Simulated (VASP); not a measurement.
Input of a VASP 6.6.1 run:

The input INCAR:

```
SYSTEM = WS2
  PREC = Accurate
  ENCUT = 600
  EDIFF = 1E-8
  ISMEAR = 0
  SIGMA = 0.02
  LREAL = .FALSE.
  LASPH = .TRUE.
  NELM = 60
  ALGO = Fast
  ISIF = 2
  LWAVE = .FALSE.
  LCHARG = .FALSE.
  GGA = CA
  LEPSILON = .TRUE.
  IBRION = 8
  NSW = 1
```

The input KPOINTS:

```
regular mesh
0
G
  6 6 1
  0 0 0
```

The input POSCAR:

```
WS2
1.0
    3.1295400000      0.0000000000      0.0000000000
   -1.5647700000      2.7102600000      0.0000000000
    0.0000000000      0.0000000000     12.1778200000
W S
2 4
Direct
    0.3333300000      0.6666700000      0.2500000000
    0.6666700000      0.3333300000      0.7500000000
    0.3333300000      0.6666700000      0.6216400000
    0.6666700000      0.3333300000      0.1216400000
    0.3333300000      0.6666700000      0.8783600000
    0.6666700000      0.3333300000      0.3783600000
```

Potentials or basis: VASP PAW LDA potentials, release 64 (W_sv, S).

Command:

```bash
$ cat potpaw_LDA.64/W_sv/POTCAR potpaw_LDA.64/S/POTCAR > POTCAR
$ mpirun -np 1 vasp_std > vasp.out
```

(1) Estimate the electronic dielectric tensor (diagonal).

(2) Predict the Born charges (mean of the diagonal).

(3) Predict the band gap on the k mesh.

(4) What does it give for the highest phonon frequency at Γ, LO-TO splitting left out?

Results:

(1) 14.81, 14.81, 7.61.

(2) W -0.57; S +0.28 e.

(3) 0.86 eV, indirect (least direct gap 1.88 eV).

(4) 442 cm⁻¹.

Caveat: the k mesh is coarse (spacing up to 0.52 Å⁻¹), so the values aren't converged; spin-orbit coupling is left out, which moves the levels of the heavy elements; an odd mesh through Γ misses points on the zone boundary, where band edges often lie.
